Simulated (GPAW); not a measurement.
# GaN (P-6m2) in GPAW: convergence with plane-wave cutoff (eV)

Aim: find how far plane-wave cutoff (eV) must go before the results for GaN settle, at PBEsol. This setting moves, with any that are tied to it; all else stays.

Program: GPAW 26.7.0. These are calculated values, not measurements. Logs are shortened: lines on timing, memory, paths and dates and some standing lists are left out, and cuts for length are marked. The log counts tension as positive stress, the text compression.

### 1 The structure

The structure is hexagonal, space group P-6m2 (No. 187). The conventional cell has a = 2.981 Å, b = 2.981 Å, c = 2.683 Å, α = 90.00°, β = 90.00°, γ = 120.00°. Ga (site symmetry -6m2) is surrounded by 6 N at 2.18 Å. N (site symmetry -6m2) is surrounded by 6 Ga at 2.18 Å.

The cell was built by a generator and needn't be a form met in nature.

### 2 With plane-wave cutoff (eV) 300

The input, run.py:

```python
from ase.dft.bandgap import bandgap
from ase.io import read, write
from ase.units import GPa
from gpaw import GPAW, PW, setup_paths

setup_paths.insert(0, '.')

atoms = read('POSCAR')

calc = GPAW(mode=PW(300),
            xc='PBEsol',
            kpts={'size': (8, 8, 8), 'gamma': True},
            occupations={'name': 'fermi-dirac', 'width': 0.05},
            nbands=11,
            convergence={'density': 1e-05, 'energy': 1e-05},
            maxiter=100,
            txt='gpaw.txt')
atoms.calc = calc
energy = atoms.get_potential_energy()
forces = atoms.get_forces()
stress = atoms.get_stress()
calc.write('gs.gpw')
write('result.traj', atoms)
print(f'Energy: {energy:.6f} eV')
print('Forces (eV/A):')
print(forces.round(4))
print('Stress (GPa):', (stress / GPa).round(3))
print('Fermi level:', round(calc.get_fermi_level(), 4), 'eV')
print(f'Gap: {bandgap(calc)[0]:.4f} eV, direct: {bandgap(calc, direct=True)[0]:.4f} eV')
```

The input, POSCAR:

```
GaN
1.0
    2.9806400175      0.0000000000      0.0000000000
   -1.4903200088      2.5813099747      0.0000000000
    0.0000000000      0.0000000000      2.6833700000
Ga N
1 1
Direct
    0.6666700000      0.3333300000      0.5000000000
    0.0000033333     -0.0000033333      0.0000000000
```

Potentials or basis: PAW data sets generated in the run's folder for this functional, pw.

Launch:

```console
$ gpaw-setup -f PBEsol Ga N
$ OMP_NUM_THREADS=1 python run.py
```

It took 7.9 s on 1 thread of Arm Neoverse V2, shared host; peak memory 0.13 GiB.

What came out:

| Quantity | Value |
| --- | --- |
| Free energy | -6.3276 eV |
| Pressure | -70.1 GPa |
| Band gap on the k mesh | none (metal or under the smearing width) |

### 3 With plane-wave cutoff (eV) 350

Edit run.py of step 2 so:

```diff
@@ -9,3 +9,3 @@
 
-calc = GPAW(mode=PW(300),
+calc = GPAW(mode=PW(350),
             xc='PBEsol',
```

POSCAR is that of step 2.

Potentials or basis: PAW data sets generated in the run's folder for this functional, pw.

Launch:

```console
$ gpaw-setup -f PBEsol Ga N
$ OMP_NUM_THREADS=1 python run.py
```

Wall time 8.9 s (1 thread of Arm Neoverse V2, shared host); peak memory 0.13 GiB.

Results:

- Free energy: -8.3291 eV
- Pressure: -56.4 GPa
- Band gap on the k mesh: none (metal or under the smearing width)

### 4 With plane-wave cutoff (eV) 400

Edit run.py of step 3 so:

```diff
@@ -9,3 +9,3 @@
 
-calc = GPAW(mode=PW(350),
+calc = GPAW(mode=PW(400),
             xc='PBEsol',
```

POSCAR is that of step 3.

Launch:

```console
$ gpaw-setup -f PBEsol Ga N
$ OMP_NUM_THREADS=1 python run.py
```

It took 9.6 s on 1 thread of Arm Neoverse V2, shared host; peak memory 0.13 GiB.

Results:

* Free energy: -9.5681 eV
* Pressure: -42.5 GPa
* Band gap on the k mesh: none (metal or under the smearing width)

### 5 With plane-wave cutoff (eV) 500

Edit run.py of step 4 so:

```diff
@@ -9,3 +9,3 @@
 
-calc = GPAW(mode=PW(400),
+calc = GPAW(mode=PW(500),
             xc='PBEsol',
```

POSCAR is that of step 4.

Launch:

```console
$ gpaw-setup -f PBEsol Ga N
$ OMP_NUM_THREADS=1 python run.py
```

Wall time 11 s (1 thread of Arm Neoverse V2, shared host); peak memory 0.14 GiB.

What came out:

| Item | Value |
| --- | --- |
| Free energy | -10.8170 eV |
| Pressure | -21.2 GPa |
| Band gap on the k mesh | none (metal or under the smearing width) |

### 6 With plane-wave cutoff (eV) 600

Edit run.py of step 5 so:

```diff
@@ -9,3 +9,3 @@
 
-calc = GPAW(mode=PW(500),
+calc = GPAW(mode=PW(600),
             xc='PBEsol',
```

POSCAR is that of step 5.

Potentials or basis: PAW data sets generated in the run's folder for this functional, pw.

Launch:

```console
$ gpaw-setup -f PBEsol Ga N
$ OMP_NUM_THREADS=1 python run.py
```

It took 15 s on 1 thread of Arm Neoverse V2, shared host; peak memory 0.15 GiB.

The run converged. Its results:

* Free energy: -11.2264 eV
* Pressure: -10.8 GPa
* Band gap on the k mesh: none (metal or under the smearing width)

### 7 With plane-wave cutoff (eV) 700

Edit run.py of step 6 so:

```diff
@@ -9,3 +9,3 @@
 
-calc = GPAW(mode=PW(600),
+calc = GPAW(mode=PW(700),
             xc='PBEsol',
```

POSCAR is that of step 6.

Launch:

```console
$ gpaw-setup -f PBEsol Ga N
$ OMP_NUM_THREADS=1 python run.py
```

It took 17 s on 1 thread of Arm Neoverse V2, shared host; peak memory 0.16 GiB.

The run converged. Its results:

* Free energy: -11.3581 eV
* Pressure: -6.3 GPa
* Band gap on the k mesh: none (metal or under the smearing width)

### 8 With plane-wave cutoff (eV) 800

Edit run.py of step 7 so:

```diff
@@ -9,3 +9,3 @@
 
-calc = GPAW(mode=PW(700),
+calc = GPAW(mode=PW(800),
             xc='PBEsol',
```

POSCAR is that of step 7.

Launch:

```console
$ gpaw-setup -f PBEsol Ga N
$ OMP_NUM_THREADS=1 python run.py
```

Wall time 18 s (1 thread of Arm Neoverse V2, shared host); peak memory 0.17 GiB.

Results (log left out):

```
Free energy            : -11.3911 eV
Pressure               : -4.7 GPa
Band gap on the k mesh : none (metal or under the smearing width)
```

### 9 With plane-wave cutoff (eV) 1000

Edit run.py of step 8 so:

```diff
@@ -9,3 +9,3 @@
 
-calc = GPAW(mode=PW(800),
+calc = GPAW(mode=PW(1000),
             xc='PBEsol',
```

POSCAR is that of step 8.

Potentials or basis: PAW data sets generated in the run's folder for this functional, pw.

Launch:

```console
$ gpaw-setup -f PBEsol Ga N
$ OMP_NUM_THREADS=1 python run.py
```

It took 26 s on 1 thread of Arm Neoverse V2, shared host; peak memory 0.19 GiB.

The run converged. Its results:

```yaml
Free_energy: -11.4010 eV
Pressure: -4.1 GPa
Band_gap_on_the_k_mesh: none (metal or under the smearing width)
```

### 10 With plane-wave cutoff (eV) 1200

Edit run.py of step 9 so:

```diff
@@ -9,3 +9,3 @@
 
-calc = GPAW(mode=PW(1000),
+calc = GPAW(mode=PW(1200),
             xc='PBEsol',
```

POSCAR is that of step 9.

Potentials or basis: PAW data sets generated in the run's folder for this functional, pw.

Launch:

```console
$ gpaw-setup -f PBEsol Ga N
$ OMP_NUM_THREADS=1 python run.py
```

gpaw.txt:

```text
__  _  _
 | _ |_)|_||  |
 |__||  | ||/\| - 26.7.0

Input parameters:
  mode=PW(ecut=1200.0),
  convergence={'density': 1e-05, 'energy': 1e-05},
  kpts=MonkhorstPack(size=(8, 8, 8), gamma=True),
  maxiter=100,
  nbands=11,
  occupations=Occupations(name='fermi-dirac', width=0.05),
  xc=XC(name='PBEsol')

Diagonalizing LCAO Hamiltonian
Converting LCAO to pw mode

           Ga

       N

Atoms  # Å, Bohr magnetons
|   | symbol |        x |         y |        z |    initial magnetic moments |
|---|--------|----------|-----------|----------|-----------------------------|
| 0 |     Ga | 1.490335 |  0.860428 | 1.341685 | ( 0.0000,  0.0000,  0.0000) |
| 1 |      N | 0.000015 | -0.000009 | 0.000000 | ( 0.0000,  0.0000,  0.0000) |

Unit cell  # Å
| periodic |         x |        y |        z |  lengths |     angles |
|----------|-----------|----------|----------|----------|------------|
|      yes |  2.980640 | 0.000000 | 0.000000 | 2.980640 |  90.000000 |
|      yes | -1.490320 | 2.581310 | 0.000000 | 2.980640 |  90.000000 |
|      yes |  0.000000 | 0.000000 | 2.683370 | 2.683370 | 120.000000 |

Number of symmetries: 4
Symmetry operations  # r_c * U_cc + t_c -> r_c
|   | kind |            matrix            |
|---|------|------------------------------|
| 0 |  E   |  1, 0, 0,  0, 1, 0,  0, 0, 1 |
| 1 |  σ   |  1, 0, 0,  0, 1, 0,  0, 0,-1 |
| 2 |  σ   |  0,-1, 0, -1, 0, 0,  0, 0, 1 |
| 3 |  C2  |  0,-1, 0, -1, 0, 0,  0, 0,-1 |

BZ-sampling:
  Number of BZ points: 512
  Number of IBZ points: 105

  Monkhorst-Pack size: [8, 8, 8]
  Monkhorst-Pack shift: [0.0625, 0.0625, 0.0625]

K-points  # in reciprocal-cell coordinates
|     |                                coordinates |     weight |
|-----|--------------------------------------------|------------|
|   0 | (  0.00000000,   0.00000000,   0.00000000) | 0.00195312 |
|   1 | (  0.00000000,   0.00000000,   0.12500000) | 0.00390625 |
|   2 | (  0.00000000,   0.00000000,   0.25000000) | 0.00390625 |
|   3 | (  0.00000000,   0.00000000,   0.37500000) | 0.00390625 |
|   4 | (  0.00000000,   0.00000000,   0.50000000) | 0.00195312 |
|   5 | (  0.12500000,  -0.12500000,   0.00000000) | 0.00390625 |
|   6 | (  0.12500000,  -0.12500000,   0.12500000) | 0.00781250 |
|   7 | (  0.12500000,  -0.12500000,   0.25000000) | 0.00781250 |
|   8 | (  0.12500000,  -0.12500000,   0.37500000) | 0.00781250 |
|   9 | (  0.12500000,  -0.12500000,   0.50000000) | 0.00390625 |
| ... |                                            |            |
| 104 | (  0.50000000,   0.50000000,   0.50000000) | 0.00195312 |

Plane wave coefficients: 2001
Cutoff: 1200.0 eV

Spin-components: 1 (collinear spins)
Bands:           11
Projectors:      10
Spin-degeneracy: 2
Datatype:        complex128

Parallelization:
  kpt:    1
  domain: 1
  band:   1

Density:
  Valence electrons: 8.0
  Components: 1
  Grid points: [24 24 24]
  Charge: 0.0  # |e|

Potential:
  Grid points: [24 24 24]

species:
  Ga:
    name:    Gallium
    Z:       31.0
    valence: 3
    core:    28
    charge:  0.0  # [|e|]
    compensation charges:
      type: gauss
      rc: 0.37  # [Å]
      lmax: 2
    cutoffs:
      filter: 2.06  # [Å]
      core: 4.17  # [Å]
    projectors
    | kind |    occ | energy [eV] | rcut [Å] |
    |------|--------|-------------|----------|
    |   4s |  2.000 |      -8.959 |    1.164 |
    |   4p |  1.000 |      -2.572 |    1.164 |
    |    s |        |      18.252 |    1.164 |
    |    p |        |      24.640 |    1.164 |
    |    d |        |       0.000 |    1.164 |

    Using partial waves for Ga as LCAO basis

  N:
    name:    Nitrogen
    Z:       7.0
    valence: 5
    core:    2
    charge:  0.0  # [|e|]
    compensation charges:
      type: gauss
      rc: 0.18  # [Å]
      lmax: 2
    cutoffs:
      filter: 1.11  # [Å]
      core: 0.96  # [Å]
    projectors
    | kind |    occ | energy [eV] | rcut [Å] |
    |------|--------|-------------|----------|
    |   2s |  2.000 |     -18.455 |    0.603 |
    |   2p |  3.000 |      -7.035 |    0.529 |
    |    s |        |       8.756 |    0.603 |
    |    p |        |      20.177 |    0.529 |
    |    d |        |       0.000 |    0.577 |

    Using partial waves for N as LCAO basis

Reference energy: -54320.405483  # eV

eigensolver:
  PPCG
  Converge bands: occupied
  niter=2

density mixing:
  MSR1-Mixer
  Pratt-step length: 0.05
  Maximum mixing coefficient: 0.75
  Old densities: 10
  SVD Regularization: 0.005
  Good broyden scale: 1.0
  Trust region scale: 1.0
  Backstep threshold: 4.0
  History deletion threshold: 6.0
  Fourier metric: weight=20.0, sigma=0.015

occupation numbers:
  Fermi-Dirac:
    width: 0.0500  # eV

poisson solver:
  ecut: 9600.0  # eV

xc functional:
  name: PBEsol with 2 nearest neighbor stencil

convergence criteria:
- Maximum integral of absolute [dens]ity change: 1e-05 electrons / valence electron
- Maximum [total energy] change in last 3 cyles: 1e-05 eV / valence electron
- Maximum integral of absolute [eigenst]ate change: 4e-08 eV^2 / valence electron
maximum number of iterations: 100

SCF iterations
|iter     | |      energy | eigst |  dens |
|---------|-|-------------|-------|-------|
|iter:   1| |  -13.032528 | +0.06 |       |
|iter:   2| |  -12.579898 | -1.99 | -0.59 |
|iter:   3| |  -11.415730 | -1.05 | -0.65 |
|iter:   4| |  -11.403638 | -2.93 | -1.38 |
|iter:   5| |  -11.400592 | -3.57 | -1.61 |
|iter:   6| |  -11.400562 | -5.20 | -2.62 |
|iter:   7| |  -11.400567c| -6.12 | -3.11 |
|iter:   8| |  -11.400569c| -7.85c| -3.92 |
|iter:   9| |  -11.400569c| -8.31c| -4.86 |
|iter:  10| |  -11.400569c| -9.30c| -5.45c|

Converged in 10 steps
Energy contributions relative to reference atoms: (reference = -54320.405483)

Energy contributions:
  Kinetic:          18.055564
  Coulomb:         -14.529552
  Zero:              0.169453
  External:          0.000000
  Xc:              -15.094100
  Entropy:          -0.003866
  Spinorbit:         0.000000
  ----------------------------
  Free energy:     -11.402502
  Extrapolated:    -11.400569

dipole moment: (-9.087091, 5.246409, -6.679106)  # |e|*Ang

Fermi level: 8.700
Eigenvalues  # (at kpt = [0.000, 0.000, 0.000])
| band index |      eig [eV] | occ [0-2] |
|------------|---------------|-----------|
|          0 |        -8.528 |     2.000 |
|          1 |         7.425 |     2.000 |
|          2 |         7.683 |     2.000 |
|          3 |         7.683 |     2.000 |
|          4 |         8.415 |     1.993 |
|          5 |        18.158 |     0.000 |
|          6 |        18.158 |     0.000 |
|          7 |        19.038 |     0.000 |
|          8 |        23.145 |     0.000 |
|          9 |        24.172 |     0.000 |
|         10 |        27.891 |     0.000 |

No gap
No difference between direct/indirect transitions

Forces  # eV/Ang
|        x |        y |       z |
|----------|----------|---------|
| -0.00000 |  0.00000 | 0.00000 |  # Ga   0
|  0.00000 | -0.00000 | 0.00000 |  # N    1

Stress tensor  # eV/Ang^3
|         x |         y |        z |
|-----------|-----------|----------|
|  0.022769 | -0.000000 | 0.000000 |
| -0.000000 |  0.022769 | 0.000000 |
|  0.000000 |  0.000000 | 0.031683 |

# Writing to gs.gpw (mode='')
```

Run time: 33 s. Hardware: 1 thread of Arm Neoverse V2, shared host; peak memory 0.22 GiB.

What came out:

- Free energy: -11.4025 eV
- Pressure: -4.1 GPa
- Band gap on the k mesh: none (metal or under the smearing width)

### 11 Result

```tsv
plane-wave cutoff (eV)	energy less the tightest run, at zero smearing (meV/atom)	pressure (GPa)	SCF cycles	CPU time (s)	peak memory (GiB)
300	2537.73	-70.08	10	7.9	0.13
350	1536.69	-56.37	10	8.9	0.13
400	917.48	-42.48	10	9.6	0.13
500	292.76	-21.21	10	11	0.14
600	88.10	-10.77	10	15	0.15
700	22.21	-6.25	10	17	0.16
800	5.72	-4.73	10	18	0.17
1000	0.75	-4.14	10	26	0.19
1200	0.00	-4.12	10	33	0.22
```

Against the tightest run, the energy stays within 1 meV/atom from 1000 on; the pressure stays within 0.1 GPa from 1000 on. The tightest run that finished is the yardstick and may itself not be fully converged.
